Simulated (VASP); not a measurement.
# Pd (Fm-3m) in VASP: a series of runs

Aim: see how the results for Pd move with the level of theory and the settings. Levels: LDA, PBEsol. Tasks: relaxation of cell and atoms.

All numbers are computed with VASP 6.6.1; they aren't measurements. Logs are shortened: lines on timing, memory, paths and dates and some standing lists are left out, and cuts for length are marked.

### 1 Starting point

It takes space group Fm-3m (No. 225, cubic). Conventional cell: a = 3.841 Å, b = 3.841 Å, c = 3.841 Å, α = 90.00°, β = 90.00°, γ = 90.00°. Pd (site symmetry m-3m) is surrounded by 12 Pd at 2.72 Å.

### 2 Relaxation of cell and atoms, LDA

Contents of INCAR:

```
ALGO     = Normal         # electronic algorithm
EDIFF    = 1E-7           # SCF threshold, eV
EDIFFG   = -0.005         # ionic threshold
ENCUT    = 600            # plane-wave cutoff, eV
GGA      = CA             # functional
IBRION   = 2              # ionic algorithm
ISIF     = 3              # what is computed and relaxed
ISMEAR   = 1              # smearing method
LASPH    = T              # aspherical terms in the spheres
LCHARG   = F              # write CHGCAR
LREAL    = F              # projectors in reciprocal space
LWAVE    = F              # write WAVECAR
NELM     = 80             # most SCF steps
NSW      = 90             # ionic steps
PREC     = Accurate       # precision mode
SIGMA    = 0.1            # smearing width, eV
```

Contents of KPOINTS:

```
k-points
0
Gamma
  16 16 16
```

Contents of POSCAR:

```
Pd                                      
1.0
    0.0000000000      1.9206442572      1.9206442572
    1.9206442572      0.0000000000      1.9206442572
    1.9206442572      1.9206442572      0.0000000000
  Pd            
     1
Direct
     1.0000000000000000    0.0000000000000000    1.0000000000000000
```

Potentials or basis: VASP PAW LDA potentials, release 64 (Pd).

Command:

```sh
> cat potpaw_LDA.64/Pd/POTCAR > POTCAR
> mpirun -np 1 vasp_std > vasp.out
```

OUTCAR:

```text
EDIFF = 1E-7
   EDIFFG = -0.005
   ENCUT = 600
   GGA = CA
   IBRION = 2
   ISIF = 3
   ISMEAR = 1
   LASPH = T
   LREAL = F
   NELM = 80
   NSW = 90
   PREC = Accurate

 ion  position               nearest neighbor table
   1  0.000  0.000  0.000-

  LATTYP: Found a face centered cubic cell.
 ALAT       =     3.8412885144

  Lattice vectors:

 A1 = (   0.0000000000,   1.9206442572,   1.9206442572)
 A2 = (   1.9206442572,   0.0000000000,   1.9206442572)
 A3 = (   1.9206442572,   1.9206442572,   0.0000000000)

Analysis of symmetry for initial positions (statically):
=====================================================================
 Subroutine PRICEL returns:
 Original cell was already a primitive cell.

 Routine SETGRP: Setting up the symmetry group for a
 face centered cubic supercell.

 Subroutine GETGRP returns: Found 48 space group operations
 (whereof 48 operations were pure point group operations)
 out of a pool of 48 trial point group operations.

The static configuration has the point symmetry O_h .

Analysis of symmetry for dynamics (positions and initial velocities):
=====================================================================
 Subroutine PRICEL returns:
 Original cell was already a primitive cell.

 Routine SETGRP: Setting up the symmetry group for a
 face centered cubic supercell.

 Subroutine GETGRP returns: Found 48 space group operations
 (whereof 48 operations were pure point group operations)
 out of a pool of 48 trial point group operations.

The dynamic configuration has the point symmetry O_h .

 Subroutine INISYM returns: Found 48 space group operations
 (whereof 48 operations are pure point group operations),
 and found     1 'primitive' translations

----------------------------------------------------------------------------------------

                                     Primitive cell

  volume of cell :      14.1700

  direct lattice vectors                    reciprocal lattice vectors
     0.000000000  1.920644257  1.920644257    -0.260329313  0.260329313  0.260329313
     1.920644257  0.000000000  1.920644257     0.260329313 -0.260329313  0.260329313
     1.920644257  1.920644257  0.000000000     0.260329313  0.260329313 -0.260329313

  length of vectors
     2.716201157  2.716201157  2.716201157     0.450903597  0.450903597  0.450903597

  position of ions in fractional coordinates (direct lattice)
     0.000000000  0.000000000  0.000000000

  ion indices of the primitive-cell ions
   primitive index   ion index
                 1           1

----------------------------------------------------------------------------------------

 KPOINTS: k-points

Automatic generation of k-mesh.
 Grid dimensions read from file:
 generate k-points for:   16   16   16

 Generating k-lattice:

  Cartesian coordinates                     Fractional coordinates (reciprocal lattice)
    -0.016270582  0.016270582  0.016270582     0.062500000  0.000000000  0.000000000
     0.016270582 -0.016270582  0.016270582     0.000000000  0.062500000  0.000000000
     0.016270582  0.016270582 -0.016270582     0.000000000  0.000000000  0.062500000

  Length of vectors
     0.028181475  0.028181475  0.028181475

  Shift w.r.t. Gamma in fractional coordinates (k-lattice)
     0.000000000  0.000000000  0.000000000

 Subroutine IBZKPT returns following result:
 ===========================================

 Found    145 irreducible k-points:

 Following reciprocal coordinates:
            Coordinates               Weight
  0.000000  0.000000  0.000000      1.000000
  0.062500  0.000000  0.000000      8.000000
  0.125000  0.000000  0.000000      8.000000
  0.187500  0.000000  0.000000      8.000000
  0.250000  0.000000  0.000000      8.000000
  0.312500  0.000000  0.000000      8.000000
[... 16 lines left out ...]
 -0.125000  0.062500  0.000000     24.000000
 -0.062500  0.062500  0.000000     12.000000
 [... further k-points ...]
   k-points           NKPTS =    145   k-points in BZ     NKDIM =    145   number of bands    NBANDS=      9
   number of dos      NEDOS =    301   number of ions     NIONS =      1
   total plane-waves  NPLWV =  13824
   dimension x,y,z NGX =    24 NGY =   24 NGZ =   24
   dimension x,y,z NGXF=    48 NGYF=   48 NGZF=   48
   ions per type =               1
   NGX,Y,Z   is equivalent  to a cutoff of  14.69, 14.69, 14.69 a.u.
   NGXF,Y,Z  is equivalent  to a cutoff of  29.38, 29.38, 29.38 a.u.
 SYSTEM =  unknown system
   PREC   = accura    normal or accurate (medium, high low for compatibility)
   ISTART =      0    job   : 0-new  1-cont  2-samecut
   ICHARG =      2    charge: 1-file 2-atom 10-const
   ISPIN  =      1    spin polarized calculation?
   LNONCOLLINEAR =      F non collinear calculations
   LSORBIT =      F    spin-orbit coupling
   LASPH  =      T    aspherical Exc in radial PAW
   ENCUT  =  600.0 eV  44.10 Ry    6.64 a.u.   5.42  5.42  5.42*2*pi/ulx,y,z
   NELM   =     80;   NELMIN=  2; NELMDL= -5     # of ELM steps
   EDIFF  = 0.1E-06   stopping-criterion for ELM
   LREAL  =      F    real-space projection
   EDIFFG = -.5E-02   stopping-criterion for IOM
   NSW    =     90    number of steps for IOM
   IBRION =      2    ionic relax: 0-MD 1-quasi-New 2-CG
   NFREE  =      1    steps in history (QN), initial steepest desc. (CG)
   ISIF   =      3    stress and relaxation
   ISYM   =      2    0-nonsym 1-usesym 2-fastsym
   POTIM  = 0.5000    time-step for ionic-motion
   TEBEG  =    0.0;   TEEND  =   0.0 temperature during run
   PSTRESS=    0.0 pullay stress
   NELECT =      10.0000    total number of electrons
   NUPDOWN=      -1.0000    fix difference up-down
   EMIN   =  10.00;   EMAX   =-10.00  energy-range for DOS
   EFERMI =   0.00;   METHOD = LEGACY
   ISMEAR =     1;   SIGMA  =   0.10  broadening in eV -4-tet -1-fermi 0-gaus
   EFERMI_NEDOS =   21; number of points for ismear=-14 and -15
   IALGO  =     38    algorithm
   IMIX   =      4    mixing-type and parameters
     AMIX     =   0.40;   BMIX     =  1.00
     AMIX_MAG =   1.60;   BMIX_MAG =  1.00
  volume/ion in A,a.u.               =      14.17        95.62
  Fermi-wavevector in a.u.,A,eV,Ry     =   1.457531  2.754335 28.904184  2.124398
  Thomas-Fermi vector in A             =   2.574322
   LORBIT       =      0    0 simple, 1 ext, 2 COOP (PROOUT), +10 PAW based schemes
   GGA     = CA    functional components
   LHFCALC =     F    Hartree Fock is set to
   AEXX    =    0.0000 exact exchange contribution
   IVDW    =     0    specifies the selected vdW correction
   LEPSILON=     F    determine dielectric tensor
   LRPA    =     F    only Hartree local field effects (RPA)
 conjugate gradient relaxation of ions
 non-spin polarized calculation
 Methfessel and Paxton  Order N= 1 SIGMA  =   0.10
  energy-cutoff  :      600.00
  volume of cell :       14.17
 maximum number of plane-waves:       495
 NGX is ok and might be reduce to    24
   NGX = 11   NGY = 11   NGZ = 11

 number of electron      10.0000002 magnetization

 Free energy of the ion-electron system (eV)
  ---------------------------------------------------
  ext. energy  EPLUGINS =         0.00000000
  ---------------------------------------------------
  free energy    TOTEN  =        -6.49332714 eV

  energy without entropy =       -6.49346721  energy(sigma->0) =       -6.49337383

 E-fermi :  10.3226     XC(G=0): -13.7619

 val. band max:       10.3220403214   @ k =   0.5000   0.1250   0.0000
 cond. band min:      10.3281237106   @ k =   0.5000   0.3750   0.0625
 fundamental gap:      0.0060833892
 Fermi energy:        10.3225696891

 k-point     1 :       0.0000    0.0000    0.0000
  band No.  band energies     occupation
      1       2.7413      2.00000
      2       7.2452      2.00000
      3       7.2452      2.00000
      4       7.2452      2.00000
      5       9.0026      2.00000
      6       9.0026      2.00000
      7      27.4327      0.00000
      8      32.3835      0.00000
      9      32.3835      0.00000

 k-point     2 :       0.0625    0.0000    0.0000
  band No.  band energies     occupation
      1       2.8887      2.00000
      2       7.1901      2.00000
      3       7.2979      2.00000
      4       7.2979      2.00000
      5       8.9763      2.00000
      6       8.9763      2.00000
      7      27.6038      0.00000
      8      31.4704      0.00000
      9      32.5653      0.00000

 k-point     3 :       0.1250    0.0000    0.0000
  band No.  band energies     occupation
      1       3.3085      2.00000
      2       7.0612      2.00000
      3       7.4299      2.00000
      4       7.4299      2.00000
      5       8.9280      2.00000
      6       8.9280      2.00000
      7      27.9708      0.00000
      8      29.7007      0.00000
      9      33.0775      0.00000

 k-point     4 :       0.1875    0.0000    0.0000
  band No.  band energies     occupation
      1       3.9126      2.00000
      2       6.9786      2.00000
      3       7.5538      2.00000
      4       7.5538      2.00000
      5       8.9520      2.00000
      6       8.9520      2.00000
      7      27.2285      0.00000
      8      28.7552      0.00000
      9      33.7999      0.00000
[... 205 lines left out ...]
 k-point    22 :      -0.1875    0.0625    0.0000
  band No.  band energies     occupation
      1       4.2421      2.00000
      2       6.8743      2.00000
      3       7.6147      2.00000
      4       7.6485      2.00000
      5       8.7305      2.00000
      6       9.3001      2.00000
      7      26.6438      0.00000
      8      28.7149      0.00000
      9      32.6653      0.00000

 k-point    23 :      -0.1250    0.0625    0.0000
  band No.  band energies     occupation
      1       3.6190      2.00000
      2       6.9316      2.00000
      3       7.5254      2.00000
      4       7.5531      2.00000
      5       8.7303      2.00000
      6       9.0987      2.00000
      7      28.1218      0.00000
      8      29.0651      0.00000
      9      32.3058      0.00000

 k-point    24 :      -0.0625    0.0625    0.0000
  band No.  band energies     occupation
      1       3.1280      2.00000
      2       7.0852      2.00000
      3       7.3707      2.00000
      4       7.4114      2.00000
      5       8.8548      2.00000
      6       9.0275      2.00000
      7      27.8580      0.00000
      8      30.5932      0.00000
      9      32.2258      0.00000

 [... further k-points ...]
[... 5 lines left out ...]
  --------------------------------------------------------------------------------------
  -------------------------------------------------------------------------------------
  Total       -0.0036986     -0.0036986     -0.0036986      0.0000000     -0.0000000      0.0000000
  in kB       -0.4181931     -0.4181931     -0.4181931      0.0000000     -0.0000000      0.0000000
  external PRESSURE =      -0.4181931 kB  Pullay stress =       0.0000000 kB

 VOLUME and BASIS-vectors are now :
 -----------------------------------------------------------------------------
  energy-cutoff  :      600.00
  volume of cell :       14.17
      direct lattice vectors                 reciprocal lattice vectors
     0.000000000  1.920644257  1.920644257    -0.260329313  0.260329313  0.260329313
     1.920644257  0.000000000  1.920644257     0.260329313 -0.260329313  0.260329313
     1.920644257  1.920644257  0.000000000     0.260329313  0.260329313 -0.260329313

 POSITION                                       TOTAL-FORCE (eV/Angst)
 -----------------------------------------------------------------------------------
      0.00000      0.00000      0.00000         0.000000     -0.000000      0.000000
 -----------------------------------------------------------------------------------
    total drift:                               -0.000000      0.000000      0.000000

  FREE ENERGIE OF THE ION-ELECTRON SYSTEM (eV)
  ---------------------------------------------------
  free  energy   TOTEN  =        -6.4933271442 eV

  energy  without entropy=       -6.4934672062  energy(sigma->0) =       -6.49337383

 reached required accuracy - stopping structural energy minimisation
```

Wall time 8.5 s (1 thread of Intel Xeon 6975P-C (Granite Rapids), shared host); peak memory 0.14 GiB.

Results:

```
Free energy             : -6.4933 eV
Pressure after relaxing : 0.0 GPa
Band gap on the k mesh  : none (metal or under the smearing width)
```

Final structure:
```
CELL_PARAMETERS angstrom
0.00000 1.92064 1.92064
1.92064 0.00000 1.92064
1.92064 1.92064 0.00000
ATOMIC_POSITIONS crystal
Pd 0.00000 0.00000 0.00000
```

Levels at points of the mesh, in eV from the Fermi level:
```
           k point  band 3  band 4  band 5  band 6  band 7  band 8
(0.00, 0.00, 0.00)   -3.08   -3.08   -1.32   -1.32   17.11   22.06
(0.50, 0.00, 0.00)   -3.12   -0.03   -0.03    0.83    7.56   16.49
(0.50, 0.50, 0.00)   -0.05    0.31    0.31    3.22   11.12   13.26
```

Caveat: the relaxation stopped at its first step, so nothing moved.

### 3 Relaxation of cell and atoms, PBEsol

This run uses another cell than the first one, of 14.75 Å³/atom, 1.041 times its volume.

Contents of INCAR:

```
PREC = Accurate
ENCUT = 600
EDIFF = 1E-6
ISMEAR = 1
SIGMA = 0.1
LREAL = F
LASPH = T
NELM = 80
ALGO = Normal
ISIF = 3
LWAVE = F
LCHARG = F
GGA = PS
IBRION = 2
NSW = 90
EDIFFG = -0.01
KPAR = 2
```

Contents of KPOINTS:

```
Automatic mesh
0
Gamma
  16 16 16
```

Contents of POSCAR:

```
Pd
1.0
    0.0000000000      1.9465000000      1.9465000000
    1.9465000000      0.0000000000      1.9465000000
    1.9465000000      1.9465000000      0.0000000000
Pd
1
Direct
    0.0000000000      0.0000000000      0.0000000000
```

Potentials or basis: VASP PAW PBE potentials, release 64 (Pd).

Command:

```sh
> cat potpaw_PBE.64/Pd/POTCAR > POTCAR
> mpirun -np 2 vasp_std > vasp.out
```

It took 20 s on 2 MPI ranks of AMD EPYC 7R13 (Zen 3), shared host; peak memory 0.13 GiB.

The run converged. Its results:

```yaml
Free_energy: -5.9601 eV
Relaxed_volume: 14.53 Å³/atom
Relaxed_cell: a = 2.739 Å, b = 2.739 Å, c = 2.739 Å, α = 60.00°, β = 60.00°, γ = 60.00°
Space_group_after_relaxing_to_0.05_Å: Fm-3m (No. 225)
Energy_gained_by_relaxing: 2.1 meV/atom
Ionic_steps: 3
Pressure_after_relaxing: 0.0 GPa
Band_gap_on_the_k_mesh: none (metal or under the smearing width)
```

The path:
```tsv
step	energy change (eV)	largest force (eV/Å)	pressure (GPa)	volume (Å³)
1	0.0000	0.0000	-2.99	14.75
2	0.0039	0.0000	5.51	14.17
3	-0.0021	0.0000	-0.01	14.53
```

Final structure:
```yaml
crystal:
  lattice:
    - [0.00000, 1.93675, 1.93675]
    - [1.93675, 0.00000, 1.93675]
    - [1.93675, 1.93675, 0.00000]
  atoms:
    - { symbol: Pd, position: [0.00000, 0.00000, 0.00000] }
```

Levels at points of the mesh, in eV from the Fermi level:
| k point | band 2 | band 3 | band 4 | band 5 | band 6 | band 7 | band 8 | band 9 |
| --- | --- | --- | --- | --- | --- | --- | --- | --- |
| (0.00, 0.00, 0.00) | -2.94 | -2.94 | -2.94 | -1.26 | -1.26 | 17.11 | 21.97 | 21.97 |
| (0.50, 0.00, 0.00) | -2.98 | -2.98 | -0.03 | -0.03 | 0.86 | 7.37 | 16.47 | 21.14 |
| (0.50, 0.50, 0.00) | -5.27 | -0.05 | 0.29 | 0.29 | 3.23 | 10.85 | 13.17 | 13.17 |

Caveat: the PAW data sets were made with another functional, which shifts forces and pressure a little.

(Continued in part 2 of 2.)
